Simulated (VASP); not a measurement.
These are PBE GGA, VASP's PBE PAW potentials (set 64) (plane waves; VASP) values and carry that method's errors.

VASP ran on this input.

**INCAR**
```
SYSTEM = ZnTe
PREC = Normal
ENCUT = 500
EDIFF = 1E-8
NELM = 100
ALGO = Normal
LREAL = .FALSE.
LASPH = .TRUE.
ISMEAR = 0
SIGMA = 0.01
GGA = PE
LWAVE = .TRUE.
LCHARG = .FALSE.
```

### KPOINTS
```
Regular mesh
0
Gamma
  6 6 6
```

POSCAR:
```
ZnTe
1.0
  0.0000000000   3.0500000000   3.0500000000
  3.0500000000   0.0000000000   3.0500000000
  3.0500000000   3.0500000000   0.0000000000
Zn Te
1 1
direct
  0.0000000000   0.0000000000   0.0000000000
  0.2500000000   0.2500000000   0.2500000000
```

POTCAR, in this order: Zn_sv_GW Te_GW (PBE.64 set). Program: vasp_std.

What VASP printed:

File OSZICAR:
```
       N       E                     dE             d eps       ncg     rms          rms(c)
DAV:   1     0.216093801046E+03    0.21609E+03   -0.14875E+04   805   0.519E+03
DAV:   2     0.112058328645E+02   -0.20489E+03   -0.20218E+03   846   0.974E+02
DAV:   3    -0.455104084835E+01   -0.15757E+02   -0.15557E+02   885   0.314E+02
DAV:   4    -0.530923476297E+01   -0.75819E+00   -0.75072E+00   839   0.553E+01
DAV:   5    -0.537237164751E+01   -0.63137E-01   -0.63075E-01   936   0.105E+01    0.218E+00
DAV:   6    -0.521514750455E+01    0.15722E+00   -0.87013E-01   944   0.998E+01    0.125E+00
DAV:   7    -0.519323615327E+01    0.21911E-01   -0.22721E-01   832   0.372E+01    0.596E-01
DAV:   8    -0.518989852359E+01    0.33376E-02   -0.23861E-02  1000   0.119E+01    0.213E-01
DAV:   9    -0.519048416468E+01   -0.58564E-03   -0.27012E-03   840   0.910E-01    0.390E-02
DAV:  10    -0.519055133462E+01   -0.67170E-04   -0.47608E-04   984   0.146E+00    0.159E-02
DAV:  11    -0.519054980971E+01    0.15249E-05   -0.51336E-05   920   0.380E-01    0.534E-03
DAV:  12    -0.519055135205E+01   -0.15423E-05   -0.65401E-06   944   0.144E-01    0.123E-03
DAV:  13    -0.519055199532E+01   -0.64327E-06   -0.64954E-07   776   0.718E-03    0.303E-04
DAV:  14    -0.519055201265E+01   -0.17330E-07   -0.35933E-08   664   0.520E-03    0.106E-04
DAV:  15    -0.519055199612E+01    0.16529E-07   -0.48187E-09   504   0.269E-03    0.352E-05
DAV:  16    -0.519055200160E+01   -0.54715E-08   -0.56127E-10   440   0.176E-03
   1 F= -.51905520E+01 E0= -.51905520E+01  d E =-.174024-136
```

OUTCAR:
```
------------------------ aborting loop because EDIFF is reached ----------------------------------------
  FORCE on cell =-STRESS in cart. coord.  units (eV):
  Direction    XX          YY          ZZ          XY          YZ          ZX
  --------------------------------------------------------------------------------------
  Total        0.4214418      0.4214418      0.4214418      0.0000000      0.0000000      0.0000000
  in kB       11.8992256     11.8992256     11.8992256      0.0000000      0.0000000      0.0000000
  external PRESSURE =      11.8992256 kB  Pullay stress =       0.0000000 kB
  volume of cell :       56.75
      direct lattice vectors                 reciprocal lattice vectors
     0.000000000  3.050000000  3.050000000    -0.163934426  0.163934426  0.163934426
     3.050000000  0.000000000  3.050000000     0.163934426 -0.163934426  0.163934426
     3.050000000  3.050000000  0.000000000     0.163934426  0.163934426 -0.163934426
 POSITION                                       TOTAL-FORCE (eV/Angst)
 -----------------------------------------------------------------------------------
      0.00000      0.00000      0.00000         0.000000      0.000000      0.000000
      1.52500      1.52500      1.52500        -0.000000     -0.000000     -0.000000
 -----------------------------------------------------------------------------------
    total drift:                               -0.000003     -0.000003     -0.000004
  FREE ENERGIE OF THE ION-ELECTRON SYSTEM (eV)
  ---------------------------------------------------
  free  energy   TOTEN  =        -5.1905520016 eV

  energy  without entropy=       -5.1905520016  energy(sigma->0) =       -5.19055200
```
(Selected blocks of OUTCAR.)

File OUTCAR:
```
 val. band max:        3.9883137130   @ k =   0.0000   0.0000   0.0000

 cond. band min:       5.2326065935   @ k =   0.0000   0.0000   0.0000


 Fermi energy:         4.1630748927

 k-point     1 :       0.0000    0.0000    0.0000
  band No.  band energies     occupation
      1    -121.7220      2.00000
      2     -75.9079      2.00000
      3     -75.9077      2.00000
      4     -75.9077      2.00000
      5      -7.8051      2.00000
      6      -2.9099      2.00000
      7      -2.9099      2.00000
      8      -2.9099      2.00000
      9      -2.6768      2.00000
     10      -2.6768      2.00000
     11       3.9883      2.00000
     12       3.9883      2.00000
     13       3.9883      2.00000
     14       5.2326      0.00000
     15       8.3878      0.00000
     16       8.3878      0.00000
     17       8.3879      0.00000

 k-point     2 :       0.1667    0.0000    0.0000
  band No.  band energies     occupation
      1    -121.7220      2.00000
      2     -75.9076      2.00000
      3     -75.9075      2.00000
      4     -75.9075      2.00000
      5      -7.6199      2.00000
      6      -2.8932      2.00000
      7      -2.8931      2.00000
      8      -2.8888      2.00000
      9      -2.6780      2.00000
     10      -2.6779      2.00000
     11       2.0306      2.00000
     12       3.7134      2.00000
     13       3.7134      2.00000
     14       6.1640      0.00000
     15       8.7970      0.00000
     16       8.7971      0.00000
     17       8.8813      0.00000

 k-point     3 :       0.3333    0.0000    0.0000
  band No.  band energies     occupation
      1    -121.7221      2.00000
      2     -75.9079      2.00000
      3     -75.9077      2.00000
      4     -75.9076      2.00000
      5      -7.1908      2.00000
      6      -2.8651      2.00000
      7      -2.8651      2.00000
      8      -2.7575      2.00000
      9      -2.6756      2.00000
     10      -2.6756      2.00000
     11      -0.1248      2.00000
...
```

Unless said otherwise, spin-orbit coupling is left out, though it shifts the bands of the heavy elements here.

The compound is ZnTe in the zinc blende structure. The cell was not relaxed at this level.
